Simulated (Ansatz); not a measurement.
A relaxation computed with Ansatz, from input to last step.

```yaml
crystal:
  lattice:
    - [3.9746770505, 0.0, 0.0]
    - [0.0, 3.9746770505, 0.0]
    - [0.0, 0.0, 8.4884901593]
  atoms:
    - { symbol: Ti, position: [0.0, 0.0, 0.5] }
    - { symbol: Ti, position: [0.5, 0.5, 0.0] }
    - { symbol: Ti, position: [0.5, 0.5, 0.5] }
    - { symbol: Al, position: [0.0, 0.5, 0.2518779177] }
    - { symbol: Al, position: [0.0, 0.5, 0.7481220823] }
    - { symbol: Al, position: [0.5, 0.0, 0.2518779177] }
    - { symbol: Al, position: [0.5, 0.0, 0.7481220823] }
    - { symbol: Al, position: [0.0, 0.0, 0.0] }
basis:
  ecutwfc: 500
kpoints:
  mp_grid: { grid: [10, 10, 4] }
hamiltonian:
  xc: r2scan
scf:
  occupations: { method: gaussian, width: 0.1 }
output:
  forces: true
  stress: true
  eigenvalues: true
relax:
  adjacent_minimum: "off"
  f_tol: 0.01
  max_steps: 30
  cell: { stress_tol: 0.1, fix: [volume] }
```

```bash
ansatz run input.yaml --threads 2 --pin off --max-ram 5120MiB --backend cpu --events-out ev --progress --plain --runs-dir out
```

Computed with DFT r2SCAN, scalar-relativistic, plane waves, PAW (Ansatz).

The volume is held at 1.06 times that of the relaxed cell.

Of 4 frames 3 are shown, positions in Å and forces in eV/Å; the SCF threshold varies from step to step. Steps run on the plane waves of an earlier cell, with a Pulay correction in the pressure. The basis is chosen afresh for the last frame, the zero of the energies, and at times for earlier ones too; energy and pressure can step there, also at an unchanged geometry. Where two frames share a geometry here, they differ by under 2 meV/atom and 0.3 GPa. The mark taken_back stands on steps that the optimiser undid.

```xyz
8
Lattice="3.9747 0.0000 0.0000 0.0000 3.9747 0.0000 0.0000 0.0000 8.4885" Properties=species:S:1:pos:R:3:forces:R:3 pbc="T T T" step=1 free_energy_over_end_meV_per_atom=0.04 pressure_GPa=-6.11
Ti    0.0000    0.0000    4.2442    0.0000    0.0000    0.0000
Ti    1.9873    1.9873    0.0000    0.0000    0.0000    0.0000
Ti    1.9873    1.9873    4.2442    0.0000    0.0000    0.0000
Al    0.0000    1.9873    2.1381    0.0000    0.0000    0.0335
Al    0.0000    1.9873    6.3504    0.0000    0.0000   -0.0335
Al    1.9873    0.0000    2.1381    0.0000    0.0000    0.0335
Al    1.9873    0.0000    6.3504    0.0000    0.0000   -0.0335
Al    0.0000    0.0000    0.0000    0.0000    0.0000    0.0000
8
Lattice="3.9742 0.0000 0.0000 0.0000 3.9742 0.0000 0.0000 0.0000 8.4906" Properties=species:S:1:pos:R:3:forces:R:3 pbc="T T T" step=2 free_energy_over_end_meV_per_atom=0.05 pressure_GPa=-6.05 taken_back
Ti    0.0000    0.0000    4.2453    0.0000    0.0000    0.0000
Ti    1.9871    1.9871    0.0000    0.0000    0.0000    0.0000
Ti    1.9871    1.9871    4.2453    0.0000    0.0000    0.0000
Al    0.0000    1.9871    2.1489    0.0000    0.0000   -0.0349
Al    0.0000    1.9871    6.3417    0.0000    0.0000    0.0349
Al    1.9871    0.0000    2.1489    0.0000    0.0000   -0.0349
Al    1.9871    0.0000    6.3417    0.0000    0.0000    0.0349
Al    0.0000    0.0000    0.0000    0.0000    0.0000    0.0000
8
Lattice="3.9746 0.0000 0.0000 0.0000 3.9746 0.0000 0.0000 0.0000 8.4889" Properties=species:S:1:pos:R:3:forces:R:3 pbc="T T T" step=4 free_energy_over_end_meV_per_atom=0.00 pressure_GPa=-6.08
Ti    0.0000    0.0000    4.2444    0.0000    0.0000    0.0000
Ti    1.9873    1.9873    0.0000    0.0000    0.0000    0.0000
Ti    1.9873    1.9873    4.2444    0.0000    0.0000    0.0000
Al    0.0000    1.9873    2.1432    0.0000    0.0000    0.0000
Al    0.0000    1.9873    6.3457    0.0000    0.0000    0.0000
Al    1.9873    0.0000    2.1432    0.0000    0.0000    0.0000
Al    1.9873    0.0000    6.3457    0.0000    0.0000    0.0000
Al    0.0000    0.0000    0.0000    0.0000    0.0000    0.0000
```

The run took 2.6 min on 2 threads of Intel(R) Xeon(R) Processor @ 2.50GHz (Skylake/Cascade Lake), on a shared host, peak memory 0.83 GiB.